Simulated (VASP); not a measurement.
Input of a VASP 6.6.1 run:

Contents of INCAR:

```
SYSTEM = Ge
PREC = Accurate ; ENCUT = 520
EDIFF = 1E-7 ; ISMEAR = 0
SIGMA = 0.1 ; LREAL = .FALSE.
LASPH = .TRUE. ; NELM = 100
ALGO = Fast ; ISIF = 2
LWAVE = .FALSE. ; LCHARG = .TRUE.
GGA = PE ; LELF = .TRUE.
LVHAR = .TRUE. ; NBANDS = 43
```

The input KPOINTS:

```
regular mesh
0
G
  8 8 6
  0 0 0
```

Contents of POSCAR:

```
Ge
1.0
    2.6961634187     -4.0684213844      0.0000000000
    2.6961634187      4.0684213844      0.0000000000
    0.0000000000      0.0000000000      5.3974505043
Ge
5
Direct
    0.5000000000      0.0000000000      0.2540060328
    0.0000000000      0.5000000000      0.7459939672
    0.0000000000      0.5000000000      0.2540060328
    0.5000000000      0.0000000000      0.7459939672
    0.0000000000      0.0000000000      0.0000000000
```

Potentials or basis: VASP PAW PBE potentials, release 64 (Ge_d).

The run is started by

```bash
$ cat potpaw_PBE.64/Ge_d/POTCAR > POTCAR
$ mpirun -np 1 vasp_std > vasp.out
```

Problem. Predict the pressure.

Solution. 0.0 GPa.

Problem. Predict the largest force.

Solution. 0.006 eV/Å.

Forces in eV/Å, atoms in the order of the input:
```
Ge   0.000  0.000  0.006
Ge   0.000  0.000 -0.006
Ge   0.000  0.000  0.006
Ge   0.000  0.000 -0.006
Ge   0.000  0.000  0.000
```
